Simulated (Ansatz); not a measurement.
**ZrS₂: axial (c/a) deformation path**

Computed with DFT PBE+D3(BJ), scalar-relativistic, plane waves, PAW in Ansatz 0.2.0. Cutoff 420 eV, Γ-centred 12×12×6 k-points, Gaussian smearing of 0.05 eV. No spin polarisation. Energies are free energies at this smearing, counted from the undisturbed cell; pressure is positive in compression.

The starting cell (relaxed at this level):

```xyz
3
Lattice="3.6350 0.0000 0.0000 -1.8175 3.1480 0.0000 0.0000 0.0000 5.7227" Properties=species:S:1:pos:R:3 pbc="T T T"
Zr    0.0000    0.0000    0.0000
S     0.0000    2.0987    1.4607
S     1.8175    1.0493    4.2620
```

At fixed volume and fractional coordinates, lengths along (0.000, 0.000, 1.000) are scaled against those across it; ρ is that ratio over its starting value.

```
    ρ  ΔE (meV/atom)
0.800          153.0
0.850           85.1
0.920           23.7
0.960            5.9
1.000            0.0
1.050            9.0
1.100           35.5
1.200          137.0
1.300          286.5
```

**Question.** Predict the gap on the mesh (eV) at each point.

**Answer.**
```tsv
ρ	gap on the mesh (eV)
0.800	0.37
0.850	0.56
0.920	0.69
0.960	0.67
1.000	0.66
1.050	0.61
1.100	0.32
1.200	0.00
1.300	0.00
```
Where the gap reads zero the k-mesh, chosen for the insulator, is on the coarse side.

Cost: 9 runs of about 1.2 core-minutes in all, on AMD EPYC 7R43 (Zen 3) (shared hosts).